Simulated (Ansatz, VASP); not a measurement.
This is a calculation of GaAs for VASP 6.6.1.

Contents of INCAR:

```
SYSTEM = GaAs
PREC = Accurate ; ENCUT = 520
EDIFF = 1E-6 ; ISMEAR = 0
SIGMA = 0.03 ; LREAL = .False.
LASPH = .True. ; NELM = 100
ALGO = Fast ; ISIF = 2
LWAVE = .False. ; LCHARG = .True.
GGA = PE ; LELF = .True.
LVHAR = .True.
```

KPOINTS

```
Automatic mesh
0
Gamma
  8 8 8
  0 0 0
```

File POSCAR:

```
GaAs
1.0
    0.0000000000      2.8268500000      2.8268500000
    2.8268500000      0.0000000000      2.8268500000
    2.8268500000      2.8268500000      0.0000000000
As Ga
1 1
Direct
    0.7500000000      0.7500000000      0.7500000000
    0.0000000000      0.0000000000      0.0000000000
```

Potentials or basis: VASP PAW PBE potentials, release 64 (As, Ga_d).

Run with:

```console
$ cat potpaw_PBE.64/As/POTCAR potpaw_PBE.64/Ga_d/POTCAR > POTCAR
$ mpirun -np 1 vasp_std > vasp.out
```

**Question.** Set up the same calculation for Ansatz 0.2.0. Potentials there: Ansatz PAW.

**Answer.** As run (the cutoff follows the program's own potentials):

The input input.yaml:

```yaml
crystal:
  lattice:
    - [0.0, 2.82685, 2.82685]
    - [2.82685, 0.0, 2.82685]
    - [2.82685, 2.82685, 0.0]
  atoms:
    - { symbol: As, position: [0.75, 0.75, 0.75] }
    - { symbol: Ga, position: [0.0, 0.0, 0.0] }
hamiltonian:
  xc: pbe
  pseudopotentials: { kind: paw }
kpoints:
  mp_grid: { grid: [8, 8, 8] }
scf:
  occupations: { method: gaussian, width: 0.03 }
output:
  forces: true
  stress: true
  eigenvalues: true
```

Potentials or basis: Ansatz PAW.

Run with:

```bash
$ ansatz run input.yaml --threads 2 --pin off --max-ram 5632MiB --backend cpu --events-out ev --progress --plain --runs-dir out
```

Both were run:

|  | VASP | Ansatz | Ansatz less VASP |
| --- | --- | --- | --- |
| gap on the k mesh at the Fermi level (eV) | 0.52 | 0.52 | -0.004 |
| least direct gap on the mesh (eV) | 0.52 | 0.52 | -0.004 |
| pressure (GPa) | 3.5 | 3.3 | -0.19 |

The functional is the same, so the differences come from potentials, cutoffs and numerics. The two sets of potentials don't hold the same shells in valence.

A k mesh can miss the band edges.
